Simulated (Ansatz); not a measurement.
Set up this calculation in Ansatz 0.2.0, as the native input.

```yaml
Task: single point
Functional: CAM-B3LYP
Dispersion: D3(BJ)
Potentials_or_basis: Ansatz NC
Cutoff: "1116 eV (not typed: the program's choice for these potentials)"
k_mesh: 5 × 5 × 4
Occupations: methfessel-paxton, width 0.05 eV
Spin: collinear spin, zero start
Starting_moments: "[0.0, 0.0, 0.0] μB"
Hubbard_terms: Zr d U = 1.0 eV
Double_counting: fll
Hubbard_projectors: ortho-atomic (the default)
```

ZrB2:

```
Zr B
1.0
     3.17000    0.00000    0.00000
    -1.58500    2.74530    0.00000
     0.00000    0.00000    3.53300
Zr B
1 2
Direct
  0.00000 0.00000 0.00000
  0.66667 0.33333 0.50000
  0.33333 0.66667 0.50000
```

One way to write it, as run:

input.yaml

```yaml
crystal:
  lattice:
    - [3.17, 0.0, 0.0]
    - [-1.585, 2.74530053, 0.0]
    - [0.0, 0.0, 3.533]
  atoms:
    - { symbol: Zr, position: [0.0, 0.0, 0.0] }
    - { symbol: B, position: [0.6666666667, 0.3333333333, 0.5] }
    - { symbol: B, position: [0.3333333333, 0.6666666667, 0.5] }
hamiltonian:
  xc: cam_b3lyp
  pseudopotentials: { kind: nc }
  dispersion: d3bj
  hubbard: { sites: [{ species: Zr, l: d, u_eff: 1.0 }], double_counting: fll }
magnetization:
  spin_polarized: true
kpoints:
  mp_grid: { grid: [5, 5, 4] }
scf:
  occupations: { method: methfessel_paxton, width: 0.05 }
  initial_density: { chi_scale: 0.3 }
output:
  forces: true
  stress: true
  eigenvalues: true
  write_density: true
  write_potential: true
  elf: true
  volumetric_format: npy
basis:
  xc_grid: 2
```

Potentials or basis: Ansatz NC.

Run with:

```sh
$ ansatz run input.yaml --threads 2 --pin off --max-ram 5120MiB --backend cpu --events-out ev --progress --plain --runs-dir out
```

It gave:

```json
{
  "Pressure": "-5.8 GPa",
  "Band gap on the k mesh": "none (metal or under the smearing width)",
  "Net moment": "0.00 μB per cell",
  "Absolute moment": "0.00 μB per cell"
}
```

Caveat: the k mesh is coarse (spacing up to 0.46 Å⁻¹), so the values aren't converged, least of all with exact exchange; the potentials were made for another functional, which shifts forces and pressure; the magnetic or orbital state may not be the lowest; pairwise dispersion overbinds metals, which lowers pressure and volume; the U is typed as a test and isn't derived for this compound; the thresholds are loose for stress.

It took 56 s on 2 threads of Arm Neoverse V1, on a shared host, peak memory 1.3 GiB.
